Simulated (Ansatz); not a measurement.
**FeS₂ under strain**

The calculation used Ansatz, DFT PBEsol, scalar-relativistic, plane waves, PAW. Settings: 420 eV cutoff, 6×6×8 k-mesh, Gaussian smearing of 0.02 eV, no spin polarisation.

Starting point, cell and atoms relaxed:

```
Fe S
1.0
     4.36741    0.00000    0.00000
     0.00000    5.33314    0.00000
     0.00000    0.00000    3.34442
Fe S
2 4
Direct
  0.50000 0.50000 0.50000
  0.00000 0.00000 0.00000
  0.29286 0.87441 0.50000
  0.70714 0.12559 0.50000
  0.20714 0.37441 0.00000
  0.79286 0.62559 0.00000
```

Deformation: c alone is stretched, the rest of the cell is held and the atoms relax, all within the symmetry that the strain leaves. Energies are extrapolated to zero smearing. Stress is positive in compression, on the Cartesian axes of the cell above. Gaps are Kohn–Sham gaps over the whole zone.

```tsv
strain (%)	ΔE (meV/atom)	a (Å)	b (Å)	c (Å)	σxx (GPa)	σyy (GPa)	σzz (GPa)	gap (eV)
-3.0	13.1	4.367	5.333	3.244	4.34	1.79	11.00	0.81
-2.0	5.7	4.367	5.333	3.278	2.77	1.14	7.17	0.85
-1.0	1.4	4.367	5.333	3.311	1.32	0.55	3.50	0.88
+0.0	0.0	4.367	5.333	3.344	-0.01	0.00	0.00	0.90
+1.0	1.4	4.367	5.333	3.378	-1.22	-0.51	-3.34	0.92
+2.0	5.4	4.367	5.333	3.411	-2.32	-0.99	-6.51	0.93
+3.0	11.9	4.367	5.333	3.445	-3.33	-1.43	-9.51	0.91
```

This form isn't the usual stable structure of the compound.

Cost: 7 runs of about 4.7 core-minutes in all, on Arm Neoverse V1 (shared hosts).